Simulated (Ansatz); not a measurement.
LiH:

```xyz
2
Lattice="0.0000 2.0368 2.0368 2.0368 0.0000 2.0368 2.0368 2.0368 0.0000" Properties=species:S:1:pos:R:3 pbc="T T T"
Li    0.0000    0.0000    0.0000
H     2.0368    2.0368    2.0368
```

Base run:

```yaml
Program: Ansatz 0.2.0
Functional: BLYP
Potentials_or_basis: Ansatz PAW
Cutoff: 420 eV
Density_cutoff: 1680 eV
k_mesh: 11 × 11 × 11
Occupations: gaussian, width 0.01 eV
Spin: no spin polarisation
```

Its results: band gap on the k mesh 3.64 eV, direct; pressure -1.2 GPa.

Question: After a change of settings the same cell gave: band gap on the k mesh 3.37 eV, direct; pressure -0.1 GPa. Which change was it?
A. functional from BLYP to r2SCAN; cutoff from 420 eV to 500 eV; density cutoff from 1680 eV to 2000 eV; occupations from gaussian, width 0.01 eV to fermi-dirac, width 0.05 eV
B. functional from BLYP to PBE; occupations from gaussian, width 0.01 eV to fermi-dirac, width 0.05 eV
C. functional from BLYP to RPBE; occupations from gaussian, width 0.01 eV to gaussian, width 0.1 eV
D. functional from BLYP to LDA; occupations from gaussian, width 0.01 eV to fermi-dirac, width 0.05 eV

Answer: C.

Caveats: the potentials were made for another functional, which shifts forces and pressure; the PAW data sets come from PBE, with cores solved anew for the run's functional, which leaves a small shift of forces and pressure; the k mesh misses the band edges, so the gap on the mesh is wider than the one along the path (some runs); odd divisions of the mesh miss points on the zone boundary, where band edges often lie, so the gap on the mesh can be too wide (some runs).

Not every run made on this cell is shown here.
